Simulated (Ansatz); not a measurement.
RuO$_{2}$ (rutile, P4_2/mnm) at seven volumes, the program Ansatz at the PBE level (PAW), shape and atoms relaxed at each. One row is withheld.

| V (Å³/atom) | P (GPa) |
|---|---|
| 9.684 | 29.51 |
| 10.003 | 17.98 |
| 10.322 | 8.22 |
| 10.642 | -0.01 |
| 10.961 | -6.93 |
| 11.280 | ? |
| 11.599 | -17.52 |

Q: Fit the shown pressures and predict the withheld one.

A: P = (3/2)B₀(x^(7/2) − x^(5/2))[1 + (3/4)(B′ − 4)(x − 1)] with x = (V₀/V)^(2/3). Least squares on the six rows gives V₀ = 10.642 Å³/atom, B₀ = 250 GPa, B′ = 4.77. At V = 11.280, x = 0.9619 and P = -12.67 GPa. The run itself gave -12.72 GPa.

Symmetry was held in the PBE relaxation. The run is not spin-polarised.

Potentials: the earlier of the program's two PAW sets.
